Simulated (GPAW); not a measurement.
Crystal: SrO.

```
CELL_PARAMETERS angstrom
0.00000 2.56630 2.56630
2.56630 0.00000 2.56630
2.56630 2.56630 0.00000
ATOMIC_POSITIONS crystal
Sr 0.50000 0.50000 0.50000
O 0.00000 0.00000 0.00000
```

Base run:

| Quantity | Value |
| --- | --- |
| Program | GPAW 26.7.0 |
| Functional | PBE |
| Potentials or basis | GPAW PAW data sets (gpaw-data 1.2.1) |
| Cutoff | 800 eV |
| Basis | pw |
| k mesh | 9 × 9 × 9 |
| Occupations | fermi-dirac, width 0.05 eV |
| Spin | no spin polarisation |

Its results: band gap on the k mesh 3.42 eV, indirect (least direct gap 3.50 eV).

**Question.** The run is repeated on the same cell with these changes: functional from PBE to BEEF-vdW; spin from no spin polarisation to spin-orbit coupling, no magnetisation. What comes out?

**Answer.** Band gap on the k mesh 3.59 eV, indirect (least direct gap 3.65 eV).

Several settings changed at once, so the effect can't be laid on one alone.

Caveats: an odd mesh through Γ misses points on the zone boundary, where band edges often lie (some runs); spin-orbit coupling was added after a scalar SCF, so levels and gaps hold it while energy, forces, pressure and moments don't (some runs); this program's spin-orbit splittings come out too wide for heavy elements (some runs).
